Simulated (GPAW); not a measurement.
Crystal: Cd.

```
Cd
1.0
    -1.78432    1.78432    1.78432
     1.78432   -1.78432    1.78432
     1.78432    1.78432   -1.78432
Cd
1
Direct
  0.00000 0.00000 0.00000
```

This isn't the form of Cd at room conditions, which is hcp.

| Quantity | Value |
| --- | --- |
| Program | GPAW 26.7.0 |
| Task | relaxation of cell and atoms |
| Functional | RPBE |
| Potentials or basis | the program's PAW data sets (release 1.2.1) made for this functional |
| Cutoff | 600 eV |
| Basis | pw |
| k mesh | 10 × 10 × 10 |
| Occupations | fermi-dirac, width 0.05 eV |
| Spin | no spin polarisation |

At the start: pressure 3.0 GPa; volume 22.72 Å³/atom.

Task: How do energy, volume and symmetry change on relaxing?

Result: Over 4 steps the energy falls by 19.1 meV/atom and the volume is 24.82 Å³/atom (+9.2 %); space group Im-3m (No. 229, to 0.05 Å).

The path:
```csv
step,energy change (eV),largest force (eV/Å),pressure (GPa),volume (Å³)
1,0.0000,0.0000,3.02,22.72
2,-0.0069,0.0000,2.29,23.14
3,-0.0189,0.0000,0.22,24.64
4,-0.0191,0.0000,0.02,24.82
```

Final structure:
```
Cd
1.0
    -1.83758    1.83758    1.83758
     1.83758   -1.83758    1.83758
     1.83758    1.83758   -1.83758
Cd
1
Direct
  0.00000 0.00000 0.00000
```

Caveat: later steps reuse the first step's grids.
